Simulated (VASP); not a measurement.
For cubic CsI (CsCl type), PBEsol GGA, VASP's PBE PAW potentials (set 64) run with VASP 6.6.1 gives ε∞ = 3.49, a static ε₀ = 7.81 and a transverse optical mode at 58 cm⁻¹.

Task: Estimate the longitudinal optical frequency at Γ.

Result: By the Lyddane-Sachs-Teller relation, ω_LO = ω_TO √(ε₀/ε∞) = 58 × √(7.81/3.49) = 87 cm⁻¹.

Measured: ε∞ 3.04 at 297 K (computed value off by +14.8 %), as given by H. H. Li, Journal of Physical and Chemical Reference Data (1976), doi:10.1063/1.555536 [long-wavelength limit of the electronic terms of a dispersion formula fitted to measured refractive indices over 0.25-67.0 um; lattice terms left out].

The compound is CsI in the CsCl type structure. It was relaxed first.
